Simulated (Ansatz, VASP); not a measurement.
## GaN: VASP beside Ansatz

```
CELL_PARAMETERS angstrom
0.00000 1.95183 1.95183
1.95183 0.00000 1.95183
1.95183 1.95183 0.00000
ATOMIC_POSITIONS crystal
Ga 0.50000 0.50000 0.50000
N 0.00000 0.00000 0.00000
```

Change from the starting cell: volume scaled by 0.94, PAW files.

Alike in both runs: task electric field gradients; functional PBEsol; k mesh 10 × 10 × 10; occupations fermi-dirac, width 0.02 eV; no spin polarisation.

```csv
,VASP,Ansatz
version,VASP 6.6.1,Ansatz 0.2.0
potentials or method,"VASP PAW PBE potentials, release 64 (Ga_d, N)","PAW with Ansatz's default frozen-core files, scalar-relativistic"
plane-wave cutoff (eV),520,420
valence electrons in the cell,18,18
```

|  | VASP | Ansatz | Ansatz less VASP |
| --- | --- | --- | --- |
| gap on the k mesh at the Fermi level (eV) | 2.18 | 2.20 | +0.012 |
| pressure (GPa) | 92.5 | 91.6 | -0.96 |
| Vzz of the field gradient on the site that differs most (V/Å²) | 0.0 | 0.0 | 0.00 |

The functional is the same, so the differences come from potentials, cutoffs and numerics.

Caveats: the cell as given lies far from equilibrium; so large a pressure means that the cell lies far from this level's equilibrium, or that cutoff or potentials fall short (VASP); the potentials were made for another functional, which shifts forces and pressure (VASP). A k mesh can miss the band edges.
